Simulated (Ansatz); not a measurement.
# Relativity in Fe

```
CELL_PARAMETERS angstrom
0.00000 2.43615 2.43615
2.43615 0.00000 2.43615
2.43615 2.43615 0.00000
ATOMIC_POSITIONS crystal
Fe 0.00000 0.00000 0.00000
Fe 0.25000 0.25000 0.25000
```

Atoms are numbered in the order listed.

The cell was built from the diamond type and relaxed in the same program, and has space group Fd-3m; it needn't be a known or the stable phase.

One fixed cell is solved with PBE by LAPW (all electrons) in Ansatz 0.2.0 under different relativistic treatments. Pressure is positive in compression.

Settings: a Γ-centred 13×13×13 k mesh, Fermi–Dirac smearing of 0.03 eV, basis error target 0.25 meV/atom, spin-polarised from start moments Fe1 3, Fe2 3 μB (the moments died away, and the run ended non-magnetic).

(1) One of the runs gave P (GPa) = 1.69, lowest spin-up level at Γ above −25 eV, from the valence-band top or, without a gap, the Fermi level (eV) = -6.45. Which setting was it?
A. scalar-relativistic
B. non-relativistic

Results:

(1) B. The full set:
```json
{"setting": "scalar-relativistic", "P (GPa)": "0.02", "lowest spin-up level at Γ above −25 eV, from the valence-band top or, without a gap, the Fermi level (eV)": "-6.71"}
{"setting": "non-relativistic", "P (GPa)": "1.69", "lowest spin-up level at Γ above −25 eV, from the valence-band top or, without a gap, the Fermi level (eV)": "-6.45"}
```
